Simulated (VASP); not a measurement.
# CdTe (F-43m) in VASP: further runs, part 2 of 2

VASP 6.6.1.

**4. Single point, PBEsol**

The input, INCAR:

```
SYSTEM = CdTe
ALGO = Fast ; EDIFF = 1E-6
ENCUT = 520 ; GGA = PS
ISIF = 2 ; ISMEAR = 0
LASPH = .TRUE. ; LCHARG = .FALSE.
LREAL = .FALSE. ; LWAVE = .FALSE.
NBANDS = 16 ; NELM = 100
PREC = Accurate ; SIGMA = 0.5
```

The input, KPOINTS:

```
k-points
0
G
  10 10 10
  0 0 0
```

The input, POSCAR:

```
CdTe
1.0
    0.0000000000      3.2476700000      3.2476700000
    3.2476700000      0.0000000000      3.2476700000
    3.2476700000      3.2476700000      0.0000000000
Cd Te
1 1
Direct
    0.0000000000      0.0000000000      0.0000000000
    0.7500000000      0.7500000000      0.7500000000
```

Potentials or basis: VASP PAW PBE potentials, release 64 (Cd, Te).

The run is started by

```console
cat potpaw_PBE.64/Cd/POTCAR potpaw_PBE.64/Te/POTCAR > POTCAR
mpirun -np 1 vasp_std > vasp.out
```

OUTCAR:

```text
SYSTEM = CdTe
   EDIFF = 1E-6
   ENCUT = 520
   GGA = PS
   ISIF = 2
   ISMEAR = 0
   LASPH = .TRUE.
   LREAL = .FALSE.
   NELM = 100
   PREC = Accurate

 ion  position               nearest neighbor table
   1  0.000  0.000  0.000-   2 2.81   2 2.81   2 2.81   2 2.81
   2  0.750  0.750  0.750-   1 2.81   1 2.81   1 2.81   1 2.81

  LATTYP: Found a face centered cubic cell.
 ALAT       =     6.4953400000

  Lattice vectors:

 A1 = (   0.0000000000,   3.2476700000,   3.2476700000)
 A2 = (   3.2476700000,   0.0000000000,   3.2476700000)
 A3 = (   3.2476700000,   3.2476700000,   0.0000000000)

Analysis of symmetry for initial positions (statically):
=====================================================================
 Subroutine PRICEL returns:
 Original cell was already a primitive cell.

 Routine SETGRP: Setting up the symmetry group for a
 face centered cubic supercell.

 Subroutine GETGRP returns: Found 24 space group operations
 (whereof 24 operations were pure point group operations)
 out of a pool of 48 trial point group operations.

The static configuration has the point symmetry T_d .

Analysis of symmetry for dynamics (positions and initial velocities):
=====================================================================
 Subroutine PRICEL returns:
 Original cell was already a primitive cell.

 Routine SETGRP: Setting up the symmetry group for a
 face centered cubic supercell.

 Subroutine GETGRP returns: Found 24 space group operations
 (whereof 24 operations were pure point group operations)
 out of a pool of 48 trial point group operations.

The dynamic configuration has the point symmetry T_d .

 Subroutine INISYM returns: Found 24 space group operations
 (whereof 24 operations are pure point group operations),
 and found     1 'primitive' translations

----------------------------------------------------------------------------------------

                                     Primitive cell

  volume of cell :      68.5087

  direct lattice vectors                    reciprocal lattice vectors
     0.000000000  3.247670000  3.247670000    -0.153956529  0.153956529  0.153956529
     3.247670000  0.000000000  3.247670000     0.153956529 -0.153956529  0.153956529
     3.247670000  3.247670000  0.000000000     0.153956529  0.153956529 -0.153956529

  length of vectors
     4.592898960  4.592898960  4.592898960     0.266660530  0.266660530  0.266660530

  position of ions in fractional coordinates (direct lattice)
     0.000000000  0.000000000  0.000000000
     0.750000000  0.750000000  0.750000000

  ion indices of the primitive-cell ions
   primitive index   ion index
                 1           1
                 2           2

----------------------------------------------------------------------------------------

 KPOINTS: k-points

Automatic generation of k-mesh.
 Grid dimensions read from file:
 generate k-points for:   10   10   10

 Generating k-lattice:

  Cartesian coordinates                     Fractional coordinates (reciprocal lattice)
    -0.015395653  0.015395653  0.015395653     0.100000000  0.000000000  0.000000000
     0.015395653 -0.015395653  0.015395653     0.000000000  0.100000000  0.000000000
     0.015395653  0.015395653 -0.015395653     0.000000000  0.000000000  0.100000000

  Length of vectors
     0.026666053  0.026666053  0.026666053

  Shift w.r.t. Gamma in fractional coordinates (k-lattice)
     0.000000000  0.000000000  0.000000000

 Subroutine IBZKPT returns following result:
 ===========================================

 Found     47 irreducible k-points:

 Following reciprocal coordinates:
            Coordinates               Weight
  0.000000  0.000000  0.000000      1.000000
  0.100000  0.000000  0.000000      8.000000
  0.200000  0.000000  0.000000      8.000000
  0.300000  0.000000  0.000000      8.000000
  0.400000  0.000000  0.000000      8.000000
  0.500000  0.000000  0.000000      4.000000
[... 16 lines left out ...]
  0.300000  0.300000  0.000000      6.000000
  0.400000  0.300000  0.000000     24.000000
 [... further k-points ...]
   k-points           NKPTS =     47   k-points in BZ     NKDIM =     47   number of bands    NBANDS=     16
   number of dos      NEDOS =    301   number of ions     NIONS =      2
   total plane-waves  NPLWV =  46656
   dimension x,y,z NGX =    36 NGY =   36 NGZ =   36
   dimension x,y,z NGXF=    72 NGYF=   72 NGZF=   72
   ions per type =               1   1
   NGX,Y,Z   is equivalent  to a cutoff of  13.03, 13.03, 13.03 a.u.
   NGXF,Y,Z  is equivalent  to a cutoff of  26.06, 26.06, 26.06 a.u.
 SYSTEM =  CdTe
   PREC   = accura    normal or accurate (medium, high low for compatibility)
   ISTART =      0    job   : 0-new  1-cont  2-samecut
   ICHARG =      2    charge: 1-file 2-atom 10-const
   ISPIN  =      1    spin polarized calculation?
   LNONCOLLINEAR =      F non collinear calculations
   LSORBIT =      F    spin-orbit coupling
   LASPH  =      T    aspherical Exc in radial PAW
   ENCUT  =  520.0 eV  38.22 Ry    6.18 a.u.   8.54  8.54  8.54*2*pi/ulx,y,z
   NELM   =    100;   NELMIN=  2; NELMDL= -5     # of ELM steps
   EDIFF  = 0.1E-05   stopping-criterion for ELM
   LREAL  =      F    real-space projection
   EDIFFG = 0.1E-04   stopping-criterion for IOM
   NSW    =      0    number of steps for IOM
   IBRION =     -1    ionic relax: 0-MD 1-quasi-New 2-CG
   NFREE  =      0    steps in history (QN), initial steepest desc. (CG)
   ISIF   =      2    stress and relaxation
   ISYM   =      2    0-nonsym 1-usesym 2-fastsym
   POTIM  = 0.5000    time-step for ionic-motion
   TEBEG  =    0.0;   TEEND  =   0.0 temperature during run
   PSTRESS=    0.0 pullay stress
   NELECT =      18.0000    total number of electrons
   NUPDOWN=      -1.0000    fix difference up-down
   EMIN   =  10.00;   EMAX   =-10.00  energy-range for DOS
   EFERMI =   0.00;   METHOD = LEGACY
   ISMEAR =     0;   SIGMA  =   0.50  broadening in eV -4-tet -1-fermi 0-gaus
   EFERMI_NEDOS =   21; number of points for ismear=-14 and -15
   IALGO  =     68    algorithm
   IMIX   =      4    mixing-type and parameters
     AMIX     =   0.40;   BMIX     =  1.00
     AMIX_MAG =   1.60;   BMIX_MAG =  1.00
  volume/ion in A,a.u.               =      34.25       231.16
  Fermi-wavevector in a.u.,A,eV,Ry     =   1.048537  1.981448 14.958652  1.099430
  Thomas-Fermi vector in A             =   2.183463
   LORBIT       =      0    0 simple, 1 ext, 2 COOP (PROOUT), +10 PAW based schemes
   GGA     = PS    functional components
   LHFCALC =     F    Hartree Fock is set to
   AEXX    =    0.0000 exact exchange contribution
   IVDW    =     0    specifies the selected vdW correction
   LEPSILON=     F    determine dielectric tensor
   LRPA    =     F    only Hartree local field effects (RPA)
 non-spin polarized calculation
 RMM-DIIS sequential band-by-band and
 Gauss-broadening in eV      SIGMA  =   0.50
  energy-cutoff  :      520.00
  volume of cell :       68.51
 maximum number of plane-waves:      1863
 NGX is ok and might be reduce to    36
   NGX = 17   NGY = 17   NGZ = 17

 number of electron      17.9999998 magnetization

 Free energy of the ion-electron system (eV)
  ---------------------------------------------------
  ext. energy  EPLUGINS =         0.00000000
  ---------------------------------------------------
  free energy    TOTEN  =        -5.49100294 eV

  energy without entropy =       -5.48892941  energy(sigma->0) =       -5.48996617

 E-fermi :   2.8170     XC(G=0):  -8.7528

 val. band max:        2.7929776367   @ k =   0.0000   0.0000   0.0000
 cond. band min:       3.5295696541   @ k =   0.1000   0.0000   0.0000
 fundamental gap:      0.7365920174
 Fermi energy:         2.8169660284

 k-point     1 :       0.0000    0.0000    0.0000
  band No.  band energies     occupation
      1      -9.0248      2.00000
      2      -6.0805      2.00000
      3      -6.0805      2.00000
      4      -6.0805      2.00000
      5      -5.8202      2.00000
      6      -5.8202      2.00000
[... 8 lines left out ...]
     15      11.4838      0.00000
     16      11.4838      0.00000
[... 419 lines left out ...]
 k-point    24 :       0.4000    0.3000    0.0000
  band No.  band energies     occupation
      1      -8.6008      2.00000
      2      -5.9666      2.00000
      3      -5.9576      2.00000
      4      -5.8986      2.00000
      5      -5.7974      2.00000
      6      -5.5725      2.00000
[... 8 lines left out ...]
     15      12.6368      0.00000
     16      13.7085      0.00000

 [... further k-points ...]

------------------------ aborting loop because EDIFF is reached ----------------------------------------

  FORCE on cell =-STRESS in cart. coord.  units (eV):
  Direction    XX          YY          ZZ          XY          YZ          ZX
  --------------------------------------------------------------------------------------
  -------------------------------------------------------------------------------------
  Total        0.0069958      0.0069958      0.0069958      0.0000000     -0.0000000     -0.0000000
  in kB        0.1636082      0.1636082      0.1636082      0.0000000     -0.0000000     -0.0000000
  external PRESSURE =       0.1636082 kB  Pullay stress =       0.0000000 kB

 VOLUME and BASIS-vectors are now :
 -----------------------------------------------------------------------------
  energy-cutoff  :      520.00
  volume of cell :       68.51
      direct lattice vectors                 reciprocal lattice vectors
     0.000000000  3.247670000  3.247670000    -0.153956529  0.153956529  0.153956529
     3.247670000  0.000000000  3.247670000     0.153956529 -0.153956529  0.153956529
     3.247670000  3.247670000  0.000000000     0.153956529  0.153956529 -0.153956529

 POSITION                                       TOTAL-FORCE (eV/Angst)
 -----------------------------------------------------------------------------------
      0.00000      0.00000      0.00000        -0.000000     -0.000000     -0.000000
      4.87150      4.87150      4.87150         0.000000      0.000000      0.000000
 -----------------------------------------------------------------------------------
    total drift:                                0.000000      0.000000      0.000000

  FREE ENERGIE OF THE ION-ELECTRON SYSTEM (eV)
  ---------------------------------------------------
  free  energy   TOTEN  =        -5.4910029420 eV

  energy  without entropy=       -5.4889294050  energy(sigma->0) =       -5.48996617
```

stdout:

```text
POSCAR found type information on POSCAR CdTe
 POSCAR found :  2 types and       2 ions
 scaLAPACK will be used
 -----------------------------------------------------------------------------
|                                                                             |
|                                                                             |
|     You enforced a specific xc type in the INCAR file but a different       |
|     I HOPE YOU KNOW WHAT YOU ARE DOING!                                     |
|                                                                             |
 -----------------------------------------------------------------------------

 LDA part: xc-table for (Slater+PW92), standard interpolation
 POSCAR, INCAR and KPOINTS ok, starting setup
 FFT: planning ... GRIDC
 FFT: planning ... GRID_SOFT
 FFT: planning ... GRID
 WAVECAR not read
 entering main loop
```

Wall time 22 s (1 thread of Intel Xeon 6975P-C (Granite Rapids), shared host); peak memory 0.23 GiB.

What came out:

```yaml
Free_energy: -5.4910 eV
Pressure: 0.0 GPa
Band_gap_on_the_k_mesh: 0.64 eV, direct
```

Levels at points of the mesh, in eV from the valence-band top:
```tsv
k point	band 7	band 8	band 9	band 10	band 11	band 12
(0.00, 0.00, 0.00)	0.00	0.00	0.00	0.64	4.55	4.55
(0.50, 0.00, 0.00)	-4.44	-0.77	-0.77	1.73	5.13	5.13
(0.50, 0.50, 0.00)	-4.32	-1.86	-1.86	2.51	2.60	8.69
```

Caveat: the PAW data sets were made with another functional, which shifts forces and pressure a little; spin-orbit coupling is left out, which moves the levels of the heavy elements.

**5. The runs side by side**

```tsv
level	cutoff (eV)	smearing	gap on the mesh (eV)	pressure (GPa)
PBEsol	900	gaussian 0.02 eV	0.64	0.0
r2SCAN	520	gaussian 0.02 eV	1.25	1.3
PBEsol	520	gaussian 0.5 eV	0.64	0.0
```

Alike in all rows: task single point; potentials or basis VASP PAW PBE potentials, release 64 (Cd, Te); no spin polarisation; cell as given; k mesh 10 × 10 × 10.

On the cell as given the gap runs from 0.64 eV (PBEsol) to 1.25 eV (r2SCAN). The pressure there spans 0.0 GPa (PBEsol) to 1.3 GPa (r2SCAN); a positive pressure means that this level wants a larger cell, a negative one a smaller.

Caveats: the PAW data sets were made with another functional, which shifts forces and pressure a little; spin-orbit coupling is left out, which moves the levels of the heavy elements.

Total energies depend on the potentials used, so only differences within one code and one set of settings carry meaning.

**6. Against experiment**

Step 2. Measured gap of CdTe: 1.607 eV (0 K; a printed reference work, data compilation). This calculation gives 0.64 eV (-0.96 eV). Spin-orbit coupling on Cd, Te is left out. The value is that of PBEsol, without temperature or zero-point motion. Semilocal functionals fall short of measured gaps as a rule. The cell is a database's relaxed one, not the measured one, which moves gaps too.

Step 3. Against the measured gap of CdTe, 1.607 eV (0 K; a printed reference work, data compilation), the calculated 1.25 eV is off by -0.36 eV. Spin-orbit coupling on Cd, Te is left out. The value is that of r2SCAN, without temperature or zero-point motion. The cell is a database's relaxed one, not the measured one, which moves gaps too.

Step 4. Against the measured gap of CdTe, 1.607 eV (0 K; a printed reference work, data compilation), the calculated 0.64 eV is off by -0.96 eV. Spin-orbit coupling on Cd, Te is left out. The value is that of PBEsol, without temperature or zero-point motion. Semilocal functionals fall short of measured gaps as a rule. The cell is a database's relaxed one, not the measured one, which moves gaps too.
